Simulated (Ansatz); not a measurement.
# NiO: the cost of one run

Program: Ansatz 0.2.0. Level of theory: DFT PBE without U, plane waves, PAW. These are calculated values, not measurements.

**1. The system as given**

The structure is cubic, space group Pm-3m (No. 221). The conventional cell has a = 2.505 Å, b = 2.505 Å, c = 2.505 Å, α = 90.00°, β = 90.00°, γ = 90.00°. Ni (site symmetry m-3m) is surrounded by 8 O at 2.17 Å. Around O (site symmetry m-3m) lie 8 Ni at 2.17 Å.

Structure file:

```cif
data_structure
_symmetry_space_group_name_H-M 'P 1'
_symmetry_Int_Tables_number 1
_cell_length_a 2.5046
_cell_length_b 2.5046
_cell_length_c 2.5046
_cell_angle_alpha 90.000
_cell_angle_beta 90.000
_cell_angle_gamma 90.000
_cell_volume 15.71
loop_
_atom_site_label
_atom_site_type_symbol
_atom_site_fract_x
_atom_site_fract_y
_atom_site_fract_z
_atom_site_occupancy
Ni1 Ni 0.00000 0.00000 0.00000 1
O1 O 0.50000 0.50000 0.50000 1
```

Magnetic order typed: ferromagnetic.

An earlier series on this cell reached its lowest free state from «random orbitals: drawn by pairs, first filling», perhaps among other starts.

**2. Random orbitals: single harmonics, second filling**

File input.yaml:

```yaml
crystal:
  lattice:
    - [2.50461538, 0.0, 0.0]
    - [0.0, 2.50461538, 0.0]
    - [0.0, 0.0, 2.50461538]
  atoms:
    - { symbol: Ni, position: [0.0, 0.0, 0.0], spin: 0.3 }
    - { symbol: O, position: [0.5, 0.5, 0.5] }
basis:
  ecutwfc: 420
  ecutrho_ratio: 4
kpoints:
  mp_grid: { grid: [7, 7, 7] }
hamiltonian:
  xc: pbe
  hubbard:
    sites:
      - { site: 0, l: d, u_eff: 0.0, starting_ns: [{ spin: up, occupation_matrix: s0up }, { spin: down, occupation_matrix: s0down }] }
    occupation_matrices:
      s0up:
        matrix:
          - [0.02, 0.0, 0.0, 0.0, 0.0]
          - [0.0, 0.97, 0.0, 0.0, 0.0]
          - [0.0, 0.0, 0.97, 0.0, 0.0]
          - [0.0, 0.0, 0.0, 0.97, 0.0]
          - [0.0, 0.0, 0.0, 0.0, 0.97]
      s0down:
        matrix:
          - [0.97, 0.0, 0.0, 0.0, 0.0]
          - [0.0, 0.02, 0.0, 0.0, 0.0]
          - [0.0, 0.0, 0.97, 0.0, 0.0]
          - [0.0, 0.0, 0.0, 0.97, 0.0]
          - [0.0, 0.0, 0.0, 0.0, 0.97]
    ns_hold: { iters: 5 }
scf:
  occupations: { method: gaussian, width: 0.05 }
  lower_state_search: "off"
  max_iter: 150
output:
  forces: true
  stress: true
  eigenvalues: true
  populations: true
  hubbard: { sites: [{ site: 0, l: d }] }
magnetization:
  spin_polarized: true
```

The typed matrices put 0.97 on the chosen orbitals and 0.02 on the others, and are held for 5 cycles.

On the command line:

```
> ansatz run input.yaml --threads 2 --pin off --max-ram 3072MiB --backend cpu --events-out ev --progress --plain --runs-dir out
```

Q: Estimate wall time and peak memory on 2 threads of Intel Xeon 6975P-C (Granite Rapids), shared host.

About 2.9 s, with a peak of 0.36 GiB.
